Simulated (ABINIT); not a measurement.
# C (Fd-3m) in ABINIT: a series of runs

One crystal, C, is run at these levels: revPBE, PW91, WC; tasks: single point.

Program: ABINIT 10.8.3 (patched build). These are calculated values, not measurements. Logs are shortened: lines on timing, memory, paths and dates and some standing lists are left out, and cuts for length are marked. The log counts tension as positive stress, the text compression.

### Step 1. The structure

Symmetry: Fd-3m, No. 227, cubic system. The conventional cell has a = 3.567 Å, b = 3.567 Å, c = 3.567 Å, α = 90.00°, β = 90.00°, γ = 90.00°. C (site symmetry -43m) has 4 C at 1.54 Å as nearest neighbours.

This isn't the form of C at room conditions, which is graphite.

### Step 2. Single point, revPBE

run.abi

```
# Pseudopotentials
pp_dirpath "./"
pseudos "C.GGA_PBE-JTH.xml"

# Structure
acell 3*1.0
rprim
     0.0000000000     3.3700808789     3.3700808789
     3.3700808789     0.0000000000     3.3700808789
     3.3700808789     3.3700808789     0.0000000000
ntypat 1
znucl 6
natom 2
typat 1 1
xred
     0.7500000000     0.7500000000     0.7500000000
     0.5000000000     0.5000000000     0.5000000000

# Plane-wave basis
ecut 23.0
pawecutdg 45.0
pawxcdev 0

# k points
kptopt 1
ngkpt 13 13 13
nshiftk 1
shiftk 0.0 0.0 0.0

# Exchange and correlation
ixc 14

# Bands and occupations
nband 8
occopt 3
tsmear 0.00183747

# SCF cycle
nstep 100
tolvrs 1.0e-9

# Output
iomode 3
prtwf 0
prtden 0
prteig 0
prtebands 0
enunit 1
```

Potentials or basis: JTH PAW PBE v2.0.

Run with:

```sh
> abinit run.abi > log 2>&1
```

run.abo:

```text
.Version 10.8.3 of ABINIT
 Symmetries : space group Fd -3 m (#227); Bravais cF (face-center cubic)
================================================================================
 Values of the parameters that define the memory need of the present run
     intxc =       0    ionmov =       0      iscf =      17    lmnmax =       8
     lnmax =       4     mgfft =      24  mpssoang =       2    mqgrid =    3001
     natom =       2  nloc_mem =       2    nspden =       1   nspinor =       1
    nsppol =       1      nsym =      48    n1xccc =       1    ntypat =       1
    occopt =       3   xclevel =       2
       mpw =         415          nfft =       13824          nkpt =          84
 PAW method is used; the additional fine FFT grid is defined by:
   mgfftf=        30    nfftf =     27000
================================================================================
================================================================================

--------------------------------------------------------------------------------
------------- Echo of variables that govern the present computation ------------
--------------------------------------------------------------------------------
 -outvars: echo values of preprocessed input variables --------
            acell      1.0000000000E+00  1.0000000000E+00  1.0000000000E+00 Bohr
              amu      1.20110000E+01
             ecut      2.30000000E+01 Hartree
           enunit           1
                       outvar_i_n : Printing only first  50 k-points.
              ixc          14
                       outvar_i_n : Printing only first  50 k-points.
         kptrlatt       13    0    0      0   13    0      0    0   13
          kptrlen      6.19581831E+01
            natom           2
            nband           8
            ngfft          24      24      24
          ngfftdg          30      30      30
             nkpt          84
            nstep         100
             nsym          48
           ntypat           1
                       prtocc : prtvol=0, do not print more k-points.
           occopt           3
        pawecutdg      4.50000000E+01 Hartree
         pawxcdev           0
           prtden           0
        prtebands           0
           prteig           0
            prtwf           0
            rprim      0.0000000000E+00  3.3700808789E+00  3.3700808789E+00
                       3.3700808789E+00  0.0000000000E+00  3.3700808789E+00
                       3.3700808789E+00  3.3700808789E+00  0.0000000000E+00
          spgroup         227
           tolvrs      1.00000000E-09
           tsmear      1.83747000E-03 Hartree
            typat      1  1
           useylm           1
                       outvars : Printing only first  50 k-points.
           xangst      2.6750549982E+00  2.6750549982E+00  2.6750549982E+00
                       1.7833699988E+00  1.7833699988E+00  1.7833699988E+00
            xcart      5.0551213184E+00  5.0551213184E+00  5.0551213184E+00
                       3.3700808789E+00  3.3700808789E+00  3.3700808789E+00
             xred      7.5000000000E-01  7.5000000000E-01  7.5000000000E-01
                       5.0000000000E-01  5.0000000000E-01  5.0000000000E-01
            znucl        6.00000

================================================================================

 chkinp: Checking input parameters for consistency.

================================================================================
== DATASET  1 ==================================================================

--- !DatasetInfo
iteration_state: {dtset: 1, }
dimensions: {natom: 2, nkpt: 84, mband: 8, nsppol: 1, nspinor: 1, nspden: 1, mpw: 415, }
cutoff_energies: {ecut:  23.0, pawecutdg:  45.0, }
electrons: {nelect:   8.00000000E+00, charge:   0.00000000E+00, occopt:   3.00000000E+00, tsmear:   1.83747000E-03, }
meta: {optdriver: 0, ionmov: 0, optcell: 0, iscf: 17, paral_kgb: 0, }
...

 Exchange-correlation functional for the present dataset will be:
  GGA: revPBE functional - ixc=14
  Zhang and Yang, PRL 80, 890 (1998)

 Real(R)+Recip(G) space primitive vectors, cartesian coordinates (Bohr,Bohr^-1):
 R(1)=  0.0000000  3.3700809  3.3700809  G(1)= -0.1483644  0.1483644  0.1483644
 R(2)=  3.3700809  0.0000000  3.3700809  G(2)=  0.1483644 -0.1483644  0.1483644
 R(3)=  3.3700809  3.3700809  0.0000000  G(3)=  0.1483644  0.1483644 -0.1483644
 Unit cell volume ucvol=  7.6551017E+01 bohr^3
 Angles (23,13,12)=  6.00000000E+01  6.00000000E+01  6.00000000E+01 degrees

 Coarse grid specifications (used for wave-functions):

 getcut: wavevector=  0.0000  0.0000  0.0000  ngfft=  24  24  24
         ecut(hartree)=     23.000   => boxcut(ratio)=   2.33253

 getcut : COMMENT -
  Note that boxcut > 2.2 ; recall that boxcut=Gcut(box)/Gcut(sphere) = 2
  is sufficient for exact treatment of convolution.
  Such a large boxcut is a waste : you could raise ecut
  e.g. ecut=   31.283951 Hartrees makes boxcut=2

 Fine grid specifications (used for densities):

 getcut: wavevector=  0.0000  0.0000  0.0000  ngfft=  30  30  30
         ecut(hartree)=     45.000   => boxcut(ratio)=   2.08678

--- Pseudopotential description ------------------------------------------------
- pspini: atom type   1  psp file is ./C.GGA_PBE-JTH.xml
 Pseudopotential format is: paw10
 basis_size (lnmax)=  4 (lmn_size=  8), orbitals=   0   0   1   1
 Spheres core radius: rc_sph= 1.50736703
 Shapefunction is SIN type: shapef(r)=[sin(pi*r/rshp)/(pi*r/rshp)]**2
 Radius for shape functions =  1.30052589
 Compensation charge density is not taken into account in XC energy/potential

   6.99883411E+01                                ecore*ucvol(ha*bohr**3)
--------------------------------------------------------------------------------

[... 7 lines left out ...]

     iter   Etot(hartree)      deltaE(h)  residm     nres2
 ETOT  1  -11.439668154677    -1.144E+01 2.267E-01 1.059E+01
 ETOT  2  -11.450414596335    -1.075E-02 1.743E-04 1.345E+00
 ETOT  3  -11.448641895173     1.773E-03 4.425E-05 2.228E-02
 ETOT  4  -11.448762921340    -1.210E-04 2.533E-06 3.738E-03
 ETOT  5  -11.448757936427     4.985E-06 2.805E-07 2.034E-04
 ETOT  6  -11.448757828342     1.081E-07 5.168E-08 4.843E-07
 ETOT  7  -11.448757829936    -1.593E-09 2.623E-09 1.237E-08
 ETOT  8  -11.448757829989    -5.317E-11 5.279E-10 1.576E-09
 ETOT  9  -11.448757829996    -7.272E-12 3.151E-11 1.021E-11

 At SCF step    9       nres2   =  1.02E-11 < tolvrs=  1.00E-09 =>converged.

 Cartesian components of stress tensor (hartree/bohr^3)
  sigma(1 1)= -2.01215203E-04  sigma(3 2)=  0.00000000E+00
  sigma(2 2)= -2.01215203E-04  sigma(3 1)=  0.00000000E+00
  sigma(3 3)= -2.01215203E-04  sigma(2 1)=  0.00000000E+00

--- !ResultsGS
iteration_state: {dtset: 1, }
comment   : Summary of ground state results
lattice_vectors:
- [  0.0000000,   3.3700809,   3.3700809, ]
- [  3.3700809,   0.0000000,   3.3700809, ]
- [  3.3700809,   3.3700809,   0.0000000, ]
lattice_lengths: [   4.76601,    4.76601,    4.76601, ]
lattice_angles: [ 60.000,  60.000,  60.000, ] # degrees, (23, 13, 12)
lattice_volume:   7.6551017E+01
convergence: {deltae: -7.272E-12, res2:  1.021E-11, residm:  3.151E-11, diffor: null, }
etotal    :  -1.14487578E+01
entropy   :   0.00000000E+00
fermie    :   4.81120764E-01
cartesian_stress_tensor: # hartree/bohr^3
- [ -2.01215203E-04,   0.00000000E+00,   0.00000000E+00, ]
- [  0.00000000E+00,  -2.01215203E-04,   0.00000000E+00, ]
- [  0.00000000E+00,   0.00000000E+00,  -2.01215203E-04, ]
pressure_GPa:   5.9200E+00
xred      :
- [  7.5000E-01,   7.5000E-01,   7.5000E-01,  C]
- [  5.0000E-01,   5.0000E-01,   5.0000E-01,  C]
cartesian_forces: # hartree/bohr
- [ -3.19594137E-28,  -3.19594137E-28,   9.58782410E-28, ]
- [  3.19594137E-28,   3.19594137E-28,  -9.58782410E-28, ]
force_length_stats: {min:   1.05997384E-27, max:   1.05997384E-27, mean:   1.05997384E-27, }
...

 Integrated electronic density in atomic spheres:
 ------------------------------------------------
 Atom  Sphere_radius  Integrated_density
    1        1.50737          2.65415162
    2        1.50737          2.67488340

================================================================================

 ----iterations are completed or convergence reached----

 Mean square residual over all n,k,spin=   69.683E-15; max=  31.514E-12
 reduced coordinates (array xred) for    2 atoms
       0.750000000000      0.750000000000      0.750000000000
       0.500000000000      0.500000000000      0.500000000000
 rms dE/dt=  4.0300E-27; max dE/dt=  7.5394E-27; dE/dt below (all hartree)
    1       0.000000000000      0.000000000000      0.000000000000
    2       0.000000000000      0.000000000000     -0.000000000000

 cartesian coordinates (angstrom) at end:
    1      2.67505499820596     2.67505499820596     2.67505499820596
    2      1.78336999880397     1.78336999880397     1.78336999880397

 cartesian forces (hartree/bohr) at end:
    1     -0.00000000000000    -0.00000000000000     0.00000000000000
    2      0.00000000000000     0.00000000000000    -0.00000000000000
 frms,max,avg= 6.1197618E-28 9.5878241E-28   0.000E+00  0.000E+00  0.000E+00 h/b

 cartesian forces (eV/Angstrom) at end:
    1     -0.00000000000000    -0.00000000000000     0.00000000000000
    2      0.00000000000000     0.00000000000000    -0.00000000000000
 frms,max,avg= 3.1469080E-26 4.9302574E-26   0.000E+00  0.000E+00  0.000E+00 e/A
 length scales=  1.000000000000  1.000000000000  1.000000000000 bohr
              =  0.529177210544  0.529177210544  0.529177210544 angstroms
 Fermi (or HOMO) energy (eV) =  13.09196   Average Vxc (eV)= -13.27406
 Eigenvalues (   eV  ) for nkpt=  84  k points:
 kpt#   1, nband=  8, wtk=  0.00046, kpt=  0.0000  0.0000  0.0000 (reduced coord)
 -11.20965   10.32538   10.32538   10.32538   15.92218   15.92218   15.92218   23.59215
 prteigrs : prtvol=0 or 1, do not print more k-points.

--- !EnergyTerms
iteration_state     : {dtset: 1, }
comment             : Components of total free energy in Hartree
kinetic             :  6.91829641123010E+00
hartree             :  9.69128655510998E-01
xc                  : -4.35286301846429E+00
Ewald energy        : -1.27873442512753E+01
psp_core            :  9.14270555280812E-01
local_psp           : -4.67385734052914E+00
PAW spherical_terms :  1.56360790173012E+00
internal            : -1.14487610865167E+01
'-kT*entropy'       :  2.00914944046617E-16
total_energy        : -1.14487610865167E+01
total_energy_eV     : -3.11536659963162E+02
...

--- !EnergyTermsDC
iteration_state     : {dtset: 1, }
comment             : '"Double-counting" decomposition of free energy'
band_energy         :  3.88824860963580E-01
Ewald energy        : -1.27873442512753E+01
psp_core            :  9.14270555280812E-01
xc_dc               : -8.14978855498415E-01
PAW spherical_terms :  8.50469860533283E-01
internal            : -1.14487578299960E+01
'-kT*entropy'       :  2.00914944046617E-16
total_energy_dc     : -1.14487578299960E+01
total_energy_dc_eV  : -3.11536571348721E+02
...

--- !EnergyTermsWithPAWCore
iteration_state     : {dtset: 1, }
comment             : 'Components of total free energy, including PAW core contributions'
Total energy        : -7.62649827167964E+01
Total energy DC     : -7.62649794602758E+01
Total energy (eV)   : -2.07527590174981E+03
Total energy DC (eV): -2.07527581313537E+03
...

 Cartesian components of stress tensor (hartree/bohr^3)
  sigma(1 1)= -2.01215203E-04  sigma(3 2)=  0.00000000E+00
  sigma(2 2)= -2.01215203E-04  sigma(3 1)=  0.00000000E+00
  sigma(3 3)= -2.01215203E-04  sigma(2 1)=  0.00000000E+00

-Cartesian components of stress tensor (GPa)         [Pressure=  5.9200E+00 GPa]
- sigma(1 1)= -5.91995566E+00  sigma(3 2)=  0.00000000E+00
- sigma(2 2)= -5.91995566E+00  sigma(3 1)=  0.00000000E+00
- sigma(3 3)= -5.91995566E+00  sigma(2 1)=  0.00000000E+00

== END DATASET(S) ==============================================================
================================================================================

 -outvars: echo values of variables after computation  --------
            acell      1.0000000000E+00  1.0000000000E+00  1.0000000000E+00 Bohr
           etotal     -1.1448757830E+01
            fcart     -3.1959413675E-28 -3.1959413675E-28  9.5878241024E-28
                       3.1959413675E-28  3.1959413675E-28 -9.5878241024E-28
            rprim      0.0000000000E+00  3.3700808789E+00  3.3700808789E+00
                       3.3700808789E+00  0.0000000000E+00  3.3700808789E+00
                       3.3700808789E+00  3.3700808789E+00  0.0000000000E+00
           strten     -2.0121520323E-04 -2.0121520323E-04 -2.0121520323E-04
                       0.0000000000E+00  0.0000000000E+00  0.0000000000E+00
           xangst      2.6750549982E+00  2.6750549982E+00  2.6750549982E+00
                       1.7833699988E+00  1.7833699988E+00  1.7833699988E+00
             xred      7.5000000000E-01  7.5000000000E-01  7.5000000000E-01
                       5.0000000000E-01  5.0000000000E-01  5.0000000000E-01
 Calculation completed.
```

It took 9 s on 1 thread of Arm Neoverse V1, shared host; peak memory 0.08 GiB.

Results:

| Property | Result |
| --- | --- |
| Free energy | -311.5366 eV |
| Pressure | 5.9 GPa |
| Band gap on the k mesh | 4.13 eV, indirect (least direct gap 5.60 eV) |

Caveat: the PAW data sets were made with another functional, which shifts forces and pressure a little; an odd mesh through Γ misses points on the zone boundary, where band edges often lie; the atomic spheres overlap.

### Step 3. Single point, PW91

Edit run.abi of step 2 so:

```diff
@@ -30,3 +30,3 @@
 # Exchange and correlation
-ixc 14
+ixc -109134
```

Potentials or basis: JTH PAW PBE v2.0.

Run with:

```sh
> abinit run.abi > log 2>&1
```

Run time: 12 s. Hardware: 1 thread of Arm Neoverse V1, shared host; peak memory 0.08 GiB.

Results (log left out):

* Free energy: -313.1800 eV
* Pressure: 0.7 GPa
* Band gap on the k mesh: 4.19 eV, indirect (least direct gap 5.62 eV)

Levels at points of the mesh, in eV from the valence-band top:
| k point | band 1 | band 2 | band 3 | band 4 | band 5 | band 6 | band 7 | band 8 |
| --- | --- | --- | --- | --- | --- | --- | --- | --- |
| (0.00, 0.00, 0.00) | -21.42 | 0.00 | 0.00 | 0.00 | 5.62 | 5.62 | 5.62 | 13.32 |

Caveat: the PAW data sets were made with another functional, which shifts forces and pressure a little; an odd mesh through Γ misses points on the zone boundary, where band edges often lie; the atomic spheres overlap.

### Step 4. Single point, WC

Edit run.abi of step 3 so:

```diff
@@ -30,3 +30,3 @@
 # Exchange and correlation
-ixc -109134
+ixc 23
```

Run with:

```sh
> abinit run.abi > log 2>&1
```

It took 9.1 s on 1 thread of Arm Neoverse V1, shared host; peak memory 0.08 GiB.

It converged, with:

* Free energy: -312.1210 eV
* Pressure: -5.4 GPa
* Band gap on the k mesh: 4.06 eV, indirect (least direct gap 5.57 eV)

Levels at points of the mesh, in eV from the valence-band top:
| k point | band 2 | band 3 | band 4 | band 5 | band 6 | band 7 |
| --- | --- | --- | --- | --- | --- | --- |
| (0.00, 0.00, 0.00) | 0.00 | 0.00 | 0.00 | 5.57 | 5.57 | 5.57 |

Caveat: the PAW data sets were made with another functional, which shifts forces and pressure a little; an odd mesh through Γ misses points on the zone boundary, where band edges often lie; the atomic spheres overlap.

### Step 5. Summary

| level | gap on the mesh (eV) | pressure (GPa) |
| --- | --- | --- |
| revPBE | 4.13 | 5.9 |
| PW91 | 4.19 | 0.7 |
| WC | 4.06 | -5.4 |

Alike in all rows: task single point; potentials or basis JTH PAW PBE v2.0; no spin polarisation; cell as given; k mesh 13 × 13 × 13; cutoff (eV) 626; smearing fermi-dirac 0.05 eV.

On the cell as given the gap runs from 4.06 eV (WC) to 4.19 eV (PW91). The pressure there spans -5.4 GPa (WC) to 5.9 GPa (revPBE); a positive pressure means that this level wants a larger cell, a negative one a smaller.

Caveats: the PAW data sets were made with another functional, which shifts forces and pressure a little; an odd mesh through Γ misses points on the zone boundary, where band edges often lie; the atomic spheres overlap.

Absolute energies hang on the potentials; compare differences alone.
